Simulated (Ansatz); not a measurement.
# WC: the cost of one run

Computed with Ansatz 0.2.0 (DFT PBEsol, scalar-relativistic, plane waves, PAW, unless a step's input says otherwise).

2 further runs of the same task are left out: 2 set aside as unsound or not needed. Runs told in other sessions of the task aren't counted.

### 1 The structure to begin with

Symmetry: Fm-3m, No. 225, cubic system. Conventional cell: a = 4.345 Å, b = 4.345 Å, c = 4.345 Å, α = 90.00°, β = 90.00°, γ = 90.00°. W (site symmetry m-3m) has 6 C at 2.17 Å in its first shell of neighbours. C (site symmetry m-3m) has 6 W at 2.17 Å in its first shell of neighbours.

Coordinates:

```xyz
2
Lattice="0.0000 2.1727 2.1727 2.1727 0.0000 2.1727 2.1727 2.1727 0.0000" Properties=species:S:1:pos:R:3 pbc="T T T"
W     0.0000    0.0000    0.0000
C     2.1727    2.1727    2.1727
```

It goes back to an entry of the Materials Project, which need not be the stable form.

This cell was relaxed beforehand with the same method: volume 10.26 Å³/atom, gap on the mesh none (metal).

### 2 Zero of energy

Reference values: F = -10502.8315 eV; pressure 0.01 GPa; largest force 0.000 eV/Å; gap on the mesh none (metal). It was computed beforehand with the settings of the runs below.

### 3 Setting up biaxial against axial strain

The cell is strained by p along both x and y and by q along z, with fractional coordinates fixed.

### 4 p = -0.050, q = -0.050

The input, input.yaml:

```yaml
crystal:
  lattice:
    - [0.0, 2.0640511055, 2.0640511055]
    - [2.0640511055, 0.0, 2.0640511055]
    - [2.0640511055, 2.0640511055, 0.0]
  atoms:
    - { symbol: W, position: [0.0, 0.0, 0.0] }
    - { symbol: C, position: [0.5, 0.5, 0.5] }
basis:
  ecutwfc: 420
kpoints:
  mp_grid: { grid: [24, 24, 24] }
hamiltonian:
  xc: pbesol
scf:
  occupations: { method: gaussian, width: 0.15 }
output:
  forces: true
  stress: true
  eigenvalues: true
```

On the command line:

```console
ansatz run input.yaml --threads 2 --pin off --max-ram 5120MiB --backend cpu --events-out ev --progress --plain --runs-dir out
```

**Question.** How long does this run take on 2 threads of Arm Neoverse N1, shared host, and how much memory does it need?

About 5.5 s, with a peak of 0.39 GiB.
